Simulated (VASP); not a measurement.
**From an Ansatz input to VASP: AgCl (strained database structure)**

Ansatz input

```yaml
crystal:
  lattice:
    - [4.148151784, 0.0, 0.2050903048]
    - [0.0, 4.1529922762, 0.0]
    - [-0.2891461231, 0.0, 5.8647952008]
  atoms:
    - { symbol: Ag, position: [0.2500548767, 0.25, 0.2500031849] }
    - { symbol: Ag, position: [0.7499451233, 0.75, 0.7499968151] }
    - { symbol: Cl, position: [0.7500376899, 0.75, 0.2499964645] }
    - { symbol: Cl, position: [0.2499623101, 0.25, 0.7500035355] }
kpoints:
  mp_grid: { grid: [6, 6, 6] }
  band_path:
    path:
      - [0.0, 0.0, 0.0]
      - [0.5000136275, 0.4999863725, 9.82862e-05]
      - [0.5000136275, 0.4999863725, 0.5000982814]
      - [0.5000136275, 0.0, 0.5000982814]
      - [0.24988252, 0.0, 1.000049109]
      - [0.7501447351, 0.0, 0.0001474537]
      - [0.7501447351, 0.2498688992, 0.0001474537]
      - [0.24988252, 0.2498688992, 1.000049109]
    npoints: 1
hamiltonian:
  xc: pbe
scf:
  occupations: { method: fermi_dirac, width: 0.02 }
  n_extra_bands: 5
output:
  forces: true
  stress: true
  eigenvalues: true
  write_density: true
  write_potential: true
  elf: true
  volumetric_format: npy
```

Problem. Write VASP inputs for this cell and level of theory.

Solution. 

INCAR

```
LREAL = .FALSE.
LASPH = .TRUE.
EDIFF = 1E-7
ISIF = 2
ENCUT = 520
LWAVE = .FALSE.
NSW = 0
NELM = 120
IBRION = -1
LCHARG = .FALSE.
GGA = PE
PREC = Accurate
SIGMA = 0.02
ISMEAR = -1
NBANDS = 26
```

KPOINTS

```
KPOINTS created by Atomic Simulation Environment
0
Gamma
6 6 6
0 0 0
```

KPOINTS_OPT

```
special points
8
Reciprocal
0.0000000000 0.0000000000 0.0000000000 1
0.5000136275 0.4999863725 0.0000982862 1
0.5000136275 0.4999863725 0.5000982814 1
0.5000136275 0.0000000000 0.5000982814 1
0.2498825200 0.0000000000 1.0000491090 1
0.7501447351 0.0000000000 0.0001474537 1
0.7501447351 0.2498688992 0.0001474537 1
0.2498825200 0.2498688992 1.0000491090 1
```

POSCAR

```
Ag Cl
 1.0000000000000000
     4.1481517840000004    0.0000000000000000    0.2050903048000000
     0.0000000000000000    4.1529922762000000    0.0000000000000000
    -0.2891461231000000    0.0000000000000000    5.8647952007999997
 Ag  Cl
   2   2
Cartesian
  0.9649781312045177  1.0382480690499998  1.5175013098653645
  2.8940275296954820  3.1147442071500002  4.5523841957346356
  3.0389846729270418  3.1147442071500002  1.6200035236496462
  0.8200209879729579  1.0382480690499998  4.4498819819503534
```

VASP ran with the recommended PBE PAW datasets (36 valence electrons in the cell). Other inputs would serve too.

|  | Ansatz | VASP |
| --- | --- | --- |
| gap between bands v and c | 1.01 eV | 1.00 eV |
| least direct gap | 2.57 eV | 2.56 eV |
| pressure | -4.0 GPa | -4.1 GPa |

The two codes use different PAW datasets and cutoffs. VASP's cell holds 36 valence electrons and Ansatz's 52. Ansatz's stress includes a Pulay correction; VASP's doesn't.
